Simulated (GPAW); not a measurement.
Fe2Ge, 6 atoms in the cell. The structure is hexagonal, space group P6_3/mmc (No. 194). Conventional cell: a = 4.133 Å, b = 4.133 Å, c = 5.009 Å, α = 90.00°, β = 90.00°, γ = 120.00°. Around Ge (site symmetry -6m2) lie 11 Fe at 2.39 to 2.69 Å. Fe (site symmetry -6m2) has 5 Ge at 2.39 to 2.50 Å and 6 Fe at 2.69 Å as nearest neighbours. Around Fe (site symmetry -3m) lie 8 Fe at 2.50 to 2.69 Å and 6 Ge at 2.69 Å. The cell is a database's computed one.

- Program: GPAW 26.7.0
- Task: equation of state
- Functional: LDA
- Potentials or basis: the program's PAW data sets (release 1.2.1) made for this functional
- Cutoff: 600 eV
- Basis: pw
- k mesh: 5 × 5 × 4
- Occupations: fermi-dirac, width 0.05 eV
- Spin: collinear spin, ferromagnetic start
- Starting moments: [0.0, 0.0, 3.0, 3.0, 3.0, 3.0] μB
- Maxiter: 150
- Eos scales: [0.94, 0.96, 0.98, 1.0, 1.02, 1.04, 1.06]

Potentials or basis: the program's PAW data sets (release 1.2.1) made for this functional, pw.

Command:

```sh
$ OMP_NUM_THREADS=1 python run.py
```

Hardware: 1 thread of Intel(R) Xeon(R) 6975P-C (Granite Rapids), with other jobs on the host.

Q: How long does it take, and how much memory?

A: Wall time 8.1 min on 1 thread of Intel(R) Xeon(R) 6975P-C (Granite Rapids), on a shared host, peak memory 0.4 GiB. Counts: scf iterations 140, plane waves 2339, bands 41, k points 17.
